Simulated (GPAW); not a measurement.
# Mo in GPAW: settings compared

The runs below take Mo through single point, with PBEsol, RPBE, r2SCAN.

Everything below comes from runs of GPAW 26.7.0. Logs are shortened: lines on timing, memory, paths and dates and some standing lists are left out, and cuts for length are marked. The log counts tension as positive stress, the text compression.

## Step 1: The cell of the first run

The cell holds a slab with vacuum, 6 atoms: a = 2.850 Å, b = 2.850 Å, c = 25.075 Å, α = 90.00°, β = 90.00°, γ = 90.00°.

The slab is cut from a database's or a generator's crystal, which needn't be the stable form of the element.

## Step 2: Single point, PBEsol (the (1 0 0) slab of Mo, cut from the database cell, not relaxed)

Contents of run.py:

```python
import numpy as np
from ase.dft.bandgap import bandgap
from ase.io import read, write
from gpaw import GPAW, PW, setup_paths

setup_paths.insert(0, '.')

atoms = read('Mo.xyz')
atoms.pbc = (True, True, False)

calc = GPAW(mode=PW(450),
            xc='PBEsol',
            kpts={'size': (9, 9, 1), 'gamma': True},
            occupations={'name': 'fermi-dirac', 'width': 0.05},
            nbands=72,
            convergence={'density': 1e-05, 'energy': 1e-05},
            maxiter=150,
            poissonsolver={'dipolelayer': 'xy'},
            txt='gpaw.txt')
atoms.calc = calc
energy = atoms.get_potential_energy()
forces = atoms.get_forces()
calc.write('gs.gpw')
write('result.traj', atoms)
print(f'Energy: {energy:.6f} eV')
print('Forces (eV/A):')
print(forces.round(4))
print('Fermi level:', round(calc.get_fermi_level(), 4), 'eV')
print(f'Gap: {bandgap(calc)[0]:.4f} eV, direct: {bandgap(calc, direct=True)[0]:.4f} eV')

v = calc.get_electrostatic_potential().mean(axis=(0, 1))
z = np.arange(len(v)) * atoms.cell[2, 2] / len(v)
ef = calc.get_fermi_level()
np.savetxt('planar.dat', np.c_[z, v], fmt='%.4f')
below, above = np.interp([1.5, atoms.cell[2, 2] - 1.5], z, v) - ef
print(f'Work functions: bottom {below:.4f} eV, top {above:.4f} eV')
print('Dipole moment:', *calc.get_dipole_moment().round(5), 'e A')
```

Contents of Mo.xyz:

```xyz
6
Lattice="2.8496403282 -0.0000000000 0.0000000000 -0.0000000000 2.8496403282 0.0000000000 0.0000000000 0.0000000000 25.0750000000" Properties=species:S:1:pos:R:3 pbc="T T T"
Mo     1.4248201641      1.4248201641      7.5000000000
Mo     0.0000000000      0.0000000000      9.5150000000
Mo     1.4248201641      1.4248201641     11.5300000000
Mo     0.0000000000      0.0000000000     13.5450000000
Mo     1.4248201641      1.4248201641     15.5600000000
Mo     0.0000000000      0.0000000000     17.5750000000
```

Potentials or basis: PAW data sets generated in the run's folder for this functional, pw.

On the command line:

```bash
$ gpaw-setup -f PBEsol Mo
$ OMP_NUM_THREADS=1 python run.py
```

gpaw.txt:

```text
__  _  _
 | _ |_)|_||  |
 |__||  | ||/\| - 26.7.0

Input parameters:
  mode=PW(ecut=450.00000000000006),
  convergence={'density': 1e-05, 'energy': 1e-05},
  kpts=MonkhorstPack(size=(9, 9, 1), gamma=True),
  maxiter=150,
  nbands=72,
  occupations=Occupations(name='fermi-dirac', width=0.05),
  poissonsolver=PoissonSolver(dipolelayer='xy'),
  xc=XC(name='PBEsol')

Diagonalizing LCAO Hamiltonian
Converting LCAO to pw mode
   .------.
  /|      |
 * |      |
 | |      |
 | |      |
 | |      |
 | |      |
 | |      |
 | |      |
 | |      |
 | |      |
 Mo|      |
 | |      |
 | | Mo   |
 | |      |
 | |      |
 Mo|      |
 | |      |
 | | Mo   |
 | |      |
 | |      |
 Mo|      |
 | |      |
 | | Mo   |
 | |      |
 | |      |
 | |      |
 | |      |
 | |      |
 | |      |
 | |      |
 | .------.
 |/      /
 *------*

Atoms  # Å, Bohr magnetons
|   | symbol |        x |        y |         z |    initial magnetic moments |
|---|--------|----------|----------|-----------|-----------------------------|
| 0 |     Mo | 1.424820 | 1.424820 |  7.500000 | ( 0.0000,  0.0000,  0.0000) |
| 1 |     Mo | 0.000000 | 0.000000 |  9.515000 | ( 0.0000,  0.0000,  0.0000) |
| 2 |     Mo | 1.424820 | 1.424820 | 11.530000 | ( 0.0000,  0.0000,  0.0000) |
| 3 |     Mo | 0.000000 | 0.000000 | 13.545000 | ( 0.0000,  0.0000,  0.0000) |
| 4 |     Mo | 1.424820 | 1.424820 | 15.560000 | ( 0.0000,  0.0000,  0.0000) |
| 5 |     Mo | 0.000000 | 0.000000 | 17.575000 | ( 0.0000,  0.0000,  0.0000) |

Unit cell  # Å
| periodic |         x |         y |         z |   lengths |    angles |
|----------|-----------|-----------|-----------|-----------|-----------|
|      yes |  2.849640 | -0.000000 |  0.000000 |  2.849640 | 90.000000 |
|      yes | -0.000000 |  2.849640 |  0.000000 |  2.849640 | 90.000000 |
|       no |  0.000000 |  0.000000 | 25.075000 | 25.075000 | 90.000000 |

Number of symmetries: 8
Symmetry operations  # r_c * U_cc + t_c -> r_c
|   | kind |            matrix            |
|---|------|------------------------------|
| 0 |  E   |  1, 0, 0,  0, 1, 0,  0, 0, 1 |
| 1 |  σ   |  1, 0, 0,  0,-1, 0,  0, 0, 1 |
| 2 |  σ   |  0, 1, 0,  1, 0, 0,  0, 0, 1 |
| 3 |  C4  |  0, 1, 0, -1, 0, 0,  0, 0, 1 |
| 4 |  C4  |  0,-1, 0,  1, 0, 0,  0, 0, 1 |
| 5 |  σ   |  0,-1, 0, -1, 0, 0,  0, 0, 1 |
| 6 |  σ   | -1, 0, 0,  0, 1, 0,  0, 0, 1 |
| 7 |  C2  | -1, 0, 0,  0,-1, 0,  0, 0, 1 |

BZ-sampling:
  Number of BZ points: 81
  Number of IBZ points: 15

  Monkhorst-Pack size: [9, 9, 1]
  Monkhorst-Pack shift: [0, 0, 0]

K-points  # in reciprocal-cell coordinates
|     |                                coordinates |     weight |
|-----|--------------------------------------------|------------|
|   0 | (  0.00000000,   0.00000000,   0.00000000) | 0.01234568 |
|   1 | (  0.11111111,   0.00000000,   0.00000000) | 0.04938272 |
|   2 | (  0.11111111,   0.11111111,   0.00000000) | 0.04938272 |
|   3 | (  0.22222222,   0.00000000,   0.00000000) | 0.04938272 |
|   4 | (  0.22222222,   0.11111111,   0.00000000) | 0.09876543 |
|   5 | (  0.22222222,   0.22222222,   0.00000000) | 0.04938272 |
|   6 | (  0.33333333,   0.00000000,   0.00000000) | 0.04938272 |
|   7 | (  0.33333333,   0.11111111,   0.00000000) | 0.09876543 |
|   8 | (  0.33333333,   0.22222222,   0.00000000) | 0.09876543 |
|   9 | (  0.33333333,   0.33333333,   0.00000000) | 0.04938272 |
| ... |                                            |            |
|  14 | (  0.44444444,   0.44444444,   0.00000000) | 0.04938272 |

Plane wave coefficients: 4438
Cutoff: 450.00000000000006 eV

Spin-components: 1 (collinear spins)
Bands:           72
Projectors:      36
Spin-degeneracy: 2
Datatype:        complex128

Parallelization:
  kpt:    1
  domain: 1
  band:   1

Density:
  Valence electrons: 84.0
  Components: 1
  Grid points: [ 14  14 125]
  Charge: 0.0  # |e|

Potential:
  Grid points: [ 14  14 125]

species:
  Mo:
    name:    Molybdenum
    Z:       42.0
    valence: 14
    core:    28
    charge:  0.0  # [|e|]
    compensation charges:
      type: gauss
      rc: 0.38  # [Å]
      lmax: 2
    cutoffs:
      filter: 2.16  # [Å]
      core: 1.42  # [Å]
    projectors
    | kind |    occ | energy [eV] | rcut [Å] |
    |------|--------|-------------|----------|
    |   4s |  2.000 |     -64.262 |    1.238 |
    |   5s |  1.000 |      -4.116 |    1.238 |
    |   4p |  6.000 |     -38.461 |    1.296 |
    |   5p |  0.000 |      -1.012 |    1.296 |
    |   4d |  5.000 |      -3.770 |    1.296 |
    |    d |        |      23.442 |    1.296 |

    Using partial waves for Mo as LCAO basis

Reference energy: -660448.267405  # eV

eigensolver:
  PPCG
  Converge bands: occupied
  niter=2

density mixing:
  MSR1-Mixer
  Pratt-step length: 0.05
  Maximum mixing coefficient: 0.75
  Old densities: 10
  SVD Regularization: 0.005
  Good broyden scale: 1.0
  Trust region scale: 1.0
  Backstep threshold: 4.0
  History deletion threshold: 6.0
  Fourier metric: weight=20.0, sigma=0.015

occupation numbers:
  Fermi-Dirac:
    width: 0.0500  # eV

<gpaw.new.pw.poisson.DipoleLayerPWPoissonSolver object>
xc functional:
  name: PBEsol with 2 nearest neighbor stencil

convergence criteria:
- Maximum integral of absolute [dens]ity change: 1e-05 electrons / valence electron
- Maximum [total energy] change in last 3 cyles: 1e-05 eV / valence electron
- Maximum integral of absolute [eigenst]ate change: 4e-08 eV^2 / valence electron
maximum number of iterations: 150

SCF iterations
|iter     | |      energy | eigst |  dens |
|---------|-|-------------|-------|-------|
|iter:   1| |  -72.859288 | +0.52 |       |
|iter:   2| |  -74.015852 | -1.13 | -0.97 |
|iter:   3| |  -72.886575 | -1.18 | -0.94 |
|iter:   4| |  -69.324113 | -1.13 | -0.97 |
|iter:   5| |  -70.245594 | -1.06 | -1.14 |
|iter:   6| |  -66.597119 | -1.82 | -1.08 |
|iter:   7| |  -66.570912 | -2.69 | -1.83 |
|iter:   8| |  -66.587475 | -3.12 | -1.97 |
|iter:   9| |  -66.556057 | -3.15 | -2.00 |
|iter:  10| |  -67.282146 | -3.16 | -2.44 |
|iter:  11| |  -66.553873 | -3.30 | -1.41 |
|iter:  12| |  -66.691042 | -3.49 | -2.75 |
|iter:  13| |  -66.553887 | -3.63 | -1.74 |
|iter:  14| |  -66.574913 | -4.45 | -2.82 |
|iter:  15| |  -66.552946 | -4.75 | -2.16 |
|iter:  16| |  -66.552606 | -5.88 | -3.30 |
|iter:  17| |  -66.552609c| -6.50 | -3.58 |
|iter:  18| |  -66.552623c| -6.36 | -3.62 |
|iter:  19| |  -66.552585c| -6.72 | -3.77 |
|iter:  20| |  -66.552553c| -7.52c| -4.36 |
|iter:  21| |  -66.552590c| -7.65c| -4.09 |
|iter:  22| |  -66.552607c| -7.54c| -4.31 |
|iter:  23| |  -66.552584c| -7.63c| -4.35 |
|iter:  24| |  -66.552586c| -8.37c| -5.06c|

Converged in 24 steps
Energy contributions relative to reference atoms: (reference = -660448.267405)

Energy contributions:
  Kinetic:        -114.883861
  Coulomb:          78.480801
  Zero:             -1.611588
  External:          0.000000
  Xc:              -28.499215
  Entropy:          -0.077446
  Spinorbit:         0.000000
  ----------------------------
  Free energy:     -66.591310
  Extrapolated:    -66.552586

dipole moment: (-32.008968, -32.008968, 0.000052)  # |e|*Ang

Fermi level: 3.722
Eigenvalues  # (at kpt = [0.000, 0.000, 0.000])
| band index |      eig [eV] | occ [0-2] |
|------------|---------------|-----------|
|          0 |       -57.059 |     2.000 |
|        ... |               |           |
|         34 |         2.214 |     2.000 |
|         35 |         2.811 |     2.000 |
|         36 |         3.112 |     2.000 |
|         37 |         3.191 |     2.000 |
|         38 |         3.191 |     2.000 |
|         39 |         3.225 |     2.000 |
[... 8 lines left out ...]
|         48 |         5.533 |     0.000 |
|         49 |         5.533 |     0.000 |
|        ... |               |           |
|         71 |        17.946 |     0.000 |

No gap
No difference between direct/indirect transitions
vacuum-level: 8.185  # V
Workfunctions: 4.463, 4.464 eV (top, bottom)

Forces  # eV/Ang
|        x |       y |        z |
|----------|---------|----------|
|  0.00000 | 0.00000 |  0.89556 |  # Mo   0
|  0.00000 | 0.00000 | -0.22240 |  # Mo   1
|  0.00000 | 0.00000 | -0.11161 |  # Mo   2
|  0.00000 | 0.00000 |  0.11070 |  # Mo   3
| -0.00000 | 0.00000 |  0.22177 |  # Mo   4
|  0.00000 | 0.00000 | -0.89869 |  # Mo   5

# Writing to gs.gpw (mode='')
```

stdout:

```text
Energy: -66.552586 eV
Forces (eV/A):
[[ 0.      0.      0.8956]
 [ 0.      0.     -0.2224]
 [ 0.      0.     -0.1116]
 [ 0.      0.      0.1107]
 [-0.      0.      0.2218]
 [ 0.      0.     -0.8987]]
Fermi level: 3.7221 eV
Gap: 0.0000 eV, direct: 0.0000 eV
Work functions: bottom 4.4637 eV, top 4.4629 eV
Dipole moment: -32.00897 -32.00897 5e-05 e A
```

planar.dat:

```text
0.0000 8.1855
0.1003 8.1856
0.2006 8.1857
0.3009 8.1858
0.4012 8.1859
0.5015 8.1859
[... 242 lines left out ...]
24.8744 8.1853
24.9747 8.1854
```

Wall time 2.6 min (1 thread of Arm Neoverse V2, shared host); peak memory 0.27 GiB.

Results:

- Free energy: -66.5913 eV
- Largest force: 0.899 eV/Å
- Band gap on the k mesh: none (metal or under the smearing width)
- Dipole across the slab: 0.00 e·Å
- Work function of the upper face: 4.46 eV
- Work function of the lower face: 4.46 eV

Forces in eV/Å, atoms in the order of the input:
```
Mo   0.000  0.000  0.896
Mo   0.000  0.000 -0.222
Mo   0.000  0.000 -0.112
Mo   0.000  0.000  0.111
Mo   0.000  0.000  0.222
Mo   0.000  0.000 -0.899
```

## Step 3: Single point, RPBE (the (1 0 0) slab of Mo, cut from the database cell, not relaxed)

Changes to run.py since step 2:

```diff
@@ -3,5 +3,3 @@
 from ase.io import read, write
-from gpaw import GPAW, PW, setup_paths
-
-setup_paths.insert(0, '.')
+from gpaw import GPAW, PW
 
@@ -11,3 +9,3 @@
 calc = GPAW(mode=PW(450),
-            xc='PBEsol',
+            xc='RPBE',
             kpts={'size': (9, 9, 1), 'gamma': True},
```

Mo.xyz is that of step 2.

Potentials or basis: the program's PAW data sets (release 1.2.1) made for this functional, pw.

On the command line:

```bash
$ OMP_NUM_THREADS=1 python run.py
```

It took 2.9 min on 1 thread of Arm Neoverse V2, shared host; peak memory 0.27 GiB.

Results (log left out):

* Free energy: -59.0883 eV
* Largest force: 0.344 eV/Å
* Band gap on the k mesh: none (metal or under the smearing width)
* Dipole across the slab: 0.00 e·Å
* Work function of the upper face: 4.20 eV
* Work function of the lower face: 4.20 eV

Forces in eV/Å, atoms in the order of the input:
```
Mo   0.000  0.000  0.344
Mo   0.000  0.000 -0.220
Mo   0.000  0.000 -0.100
Mo   0.000  0.000  0.101
Mo   0.000  0.000  0.220
Mo   0.000  0.000 -0.343
```

Levels at points of the mesh, in eV from the Fermi level:
```
           k point  band 39  band 40  band 41  band 42  band 43  band 44  band 45  band 46
(0.00, 0.00, 0.00)    -0.54    -0.47    -0.07    -0.07     0.68     0.75     0.75     0.77
```

## Step 4: Single point, r2SCAN (the (1 0 0) slab of Mo, cut from the database cell, not relaxed)

Changes to run.py since step 3:

```diff
@@ -9,3 +9,3 @@
 calc = GPAW(mode=PW(450),
-            xc='RPBE',
+            xc='MGGA_X_R2SCAN+MGGA_C_R2SCAN',
             kpts={'size': (9, 9, 1), 'gamma': True},
```

Mo.xyz is that of step 3.

Potentials or basis: GPAW PAW data sets (gpaw-data 1.2.1), pw.

On the command line:

```bash
$ OMP_NUM_THREADS=1 python run.py
```

gpaw.txt:

```text
__  _  _
 | _ |_)|_||  |
 |__||  | ||/\| - 26.7.0

Input parameters:
  mode=PW(ecut=450.00000000000006),
  convergence={'density': 1e-05, 'energy': 1e-05},
  kpts=MonkhorstPack(size=(9, 9, 1), gamma=True),
  maxiter=150,
  nbands=72,
  occupations=Occupations(name='fermi-dirac', width=0.05),
  poissonsolver=PoissonSolver(dipolelayer='xy'),
  xc=XC(name='MGGA_X_R2SCAN+MGGA_C_R2SCAN')

Diagonalizing LCAO Hamiltonian
Converting LCAO to pw mode
   .------.
  /|      |
 * |      |
 | |      |
 | |      |
 | |      |
 | |      |
 | |      |
 | |      |
 | |      |
 | |      |
 Mo|      |
 | |      |
 | | Mo   |
 | |      |
 | |      |
 Mo|      |
 | |      |
 | | Mo   |
 | |      |
 | |      |
 Mo|      |
 | |      |
 | | Mo   |
 | |      |
 | |      |
 | |      |
 | |      |
 | |      |
 | |      |
 | |      |
 | .------.
 |/      /
 *------*

Atoms  # Å, Bohr magnetons
|   | symbol |        x |        y |         z |    initial magnetic moments |
|---|--------|----------|----------|-----------|-----------------------------|
| 0 |     Mo | 1.424820 | 1.424820 |  7.500000 | ( 0.0000,  0.0000,  0.0000) |
| 1 |     Mo | 0.000000 | 0.000000 |  9.515000 | ( 0.0000,  0.0000,  0.0000) |
| 2 |     Mo | 1.424820 | 1.424820 | 11.530000 | ( 0.0000,  0.0000,  0.0000) |
| 3 |     Mo | 0.000000 | 0.000000 | 13.545000 | ( 0.0000,  0.0000,  0.0000) |
| 4 |     Mo | 1.424820 | 1.424820 | 15.560000 | ( 0.0000,  0.0000,  0.0000) |
| 5 |     Mo | 0.000000 | 0.000000 | 17.575000 | ( 0.0000,  0.0000,  0.0000) |

Unit cell  # Å
| periodic |         x |         y |         z |   lengths |    angles |
|----------|-----------|-----------|-----------|-----------|-----------|
|      yes |  2.849640 | -0.000000 |  0.000000 |  2.849640 | 90.000000 |
|      yes | -0.000000 |  2.849640 |  0.000000 |  2.849640 | 90.000000 |
|       no |  0.000000 |  0.000000 | 25.075000 | 25.075000 | 90.000000 |

Number of symmetries: 8
Symmetry operations  # r_c * U_cc + t_c -> r_c
|   | kind |            matrix            |
|---|------|------------------------------|
| 0 |  E   |  1, 0, 0,  0, 1, 0,  0, 0, 1 |
| 1 |  σ   |  1, 0, 0,  0,-1, 0,  0, 0, 1 |
[... 84 lines left out ...]
  niter=2

density mixing:
  MSR1-Mixer
  Pratt-step length: 0.05
  Maximum mixing coefficient: 0.75
  Old densities: 10
  SVD Regularization: 0.005
  Good broyden scale: 1.0
  Trust region scale: 1.0
  Backstep threshold: 4.0
  History deletion threshold: 6.0
  Fourier metric: weight=20.0, sigma=0.015

occupation numbers:
  Fermi-Dirac:
    width: 0.0500  # eV

<gpaw.new.pw.poisson.DipoleLayerPWPoissonSolver object>
xc functional:
  name: MGGA_X_R2SCAN+MGGA_C_R2SCAN with 2 nearest neighbor stencil

convergence criteria:
- Maximum integral of absolute [dens]ity change: 1e-05 electrons / valence electron
- Maximum [total energy] change in last 3 cyles: 1e-05 eV / valence electron
- Maximum integral of absolute [eigenst]ate change: 4e-08 eV^2 / valence electron
maximum number of iterations: 150

SCF iterations
|iter     | |      energy | eigst |  dens |
|---------|-|-------------|-------|-------|
|iter:   1| | -163.249313 | +0.57 |       |
|iter:   2| | -136.550677 | -0.91 | -0.97 |
|iter:   3| | -137.240121 | -1.10 | -0.98 |
|iter:   4| | -132.309350 | -1.12 | -0.95 |
|iter:   5| | -137.426822 | -1.05 | -1.23 |
|iter:   6| | -130.835102 | -1.54 | -0.99 |
|iter:   7| | -131.696920 | -1.96 | -1.76 |
|iter:   8| | -131.702213 | -2.81 | -1.88 |
|iter:   9| | -149.551507 | -1.69 | -1.94 |
|iter:  10| | -130.177484 | -1.52 | -0.76 |
|iter:  11| | -134.742209 | -1.80 | -2.02 |
|iter:  12| | -131.377220 | -2.25 | -1.11 |
|iter:  13| | -131.826834 | -2.52 | -1.84 |
|iter:  14| | -131.726250 | -3.28 | -1.77 |
|iter:  15| | -133.080928 | -2.27 | -2.17 |
|iter:  16| | -131.615198 | -2.47 | -1.35 |
|iter:  17| | -131.715572 | -2.75 | -1.94 |
|iter:  18| | -131.738666 | -3.34 | -2.46 |
|iter:  19| | -131.737695 | -3.67 | -2.27 |
|iter:  20| | -131.729969 | -3.89 | -2.34 |
|iter:  21| | -131.729526 | -4.05 | -2.66 |
|iter:  22| | -131.729862c| -4.67 | -2.74 |
|iter:  23| | -131.729202c| -4.64 | -2.77 |
|iter:  24| | -131.728667 | -4.83 | -2.90 |
|iter:  25| | -131.729329c| -5.41 | -3.50 |
|iter:  26| | -131.728970c| -5.71 | -3.11 |
|iter:  27| | -131.728901c| -6.07 | -3.57 |
|iter:  28| | -131.728901c| -6.53 | -3.88 |
|iter:  29| | -131.728896c| -6.54 | -3.87 |
|iter:  30| | -131.728879c| -6.77 | -3.86 |
|iter:  31| | -131.728887c| -6.97 | -3.94 |
|iter:  32| | -131.728894c| -7.33 | -4.49 |
|iter:  33| | -131.728884c| -7.99c| -4.49 |
|iter:  34| | -131.728884c| -8.13c| -5.39c|

Converged in 34 steps
Energy contributions relative to reference atoms: (reference = -660804.435789)

Energy contributions:
  Kinetic:        -141.735511
  Coulomb:         104.726480
  Zero:             -1.817118
  External:          0.000000
  Xc:              -92.872278
  Entropy:          -0.060913
  Spinorbit:         0.000000
  ----------------------------
  Free energy:    -131.759341
  Extrapolated:   -131.728884

dipole moment: (-31.997916, -31.997916, 0.000014)  # |e|*Ang

Fermi level: 3.806
Eigenvalues  # (at kpt = [0.000, 0.000, 0.000])
| band index |      eig [eV] | occ [0-2] |
|------------|---------------|-----------|
|          0 |       -59.042 |     2.000 |
|        ... |               |           |
|         34 |         2.143 |     2.000 |
|         35 |         2.810 |     2.000 |
|         36 |         3.224 |     2.000 |
|         37 |         3.224 |     2.000 |
|         38 |         3.241 |     2.000 |
|         39 |         3.370 |     2.000 |
[... 8 lines left out ...]
|         48 |         5.676 |     0.000 |
|         49 |         5.676 |     0.000 |
|        ... |               |           |
|         71 |        18.905 |     0.000 |

No gap
No difference between direct/indirect transitions
vacuum-level: 8.195  # V
Workfunctions: 4.389, 4.389 eV (top, bottom)

Forces  # eV/Ang
|        x |       y |        z |
|----------|---------|----------|
|  0.00000 | 0.00000 |  0.53110 |  # Mo   0
|  0.00000 | 0.00000 | -0.14614 |  # Mo   1
| -0.00000 | 0.00000 | -0.06954 |  # Mo   2
|  0.00000 | 0.00000 |  0.06933 |  # Mo   3
|  0.00000 | 0.00000 |  0.14608 |  # Mo   4
|  0.00000 | 0.00000 | -0.53096 |  # Mo   5

# Writing to gs.gpw (mode='')
```

Run time: 9 min. Hardware: 1 thread of Arm Neoverse V2, shared host; peak memory 0.36 GiB.

What came out:

```
Free energy                     : -131.7593 eV
Largest force                   : 0.531 eV/Å
Band gap on the k mesh          : none (metal or under the smearing width)
Dipole across the slab          : 0.00 e·Å
Work function of the upper face : 4.39 eV
Work function of the lower face : 4.39 eV
```

Forces on the atoms (eV/Å):
```
Mo   0.000  0.000  0.531
Mo   0.000  0.000 -0.146
Mo   0.000  0.000 -0.070
Mo   0.000  0.000  0.069
Mo   0.000  0.000  0.146
Mo   0.000  0.000 -0.531
```

Caveat: the PAW data sets were made with another functional, which shifts forces and pressure a little.

## Step 5: Summary

| level | potentials or basis | gap on the mesh (eV) | largest force (eV/Å) | work function (eV) |
| --- | --- | --- | --- | --- |
| PBEsol | PAW data sets generated in the run's folder for this functional, pw | none | 0.90 | 4.46 |
| RPBE | the program's PAW data sets (release 1.2.1) made for this functional, pw | none | 0.34 | 4.20 |
| r2SCAN | GPAW PAW data sets (gpaw-data 1.2.1), pw | none | 0.53 | 4.39 |

Alike in all rows: task single point; no spin polarisation; cell the (1 0 0) slab of Mo, cut from the database cell, not relaxed; k mesh 9 × 9 × 1; cutoff (eV) 450; smearing fermi-dirac 0.05 eV.

Caveats: the PAW data sets were made with another functional, which shifts forces and pressure a little (some runs).

Absolute energies hang on the potentials; compare differences alone.
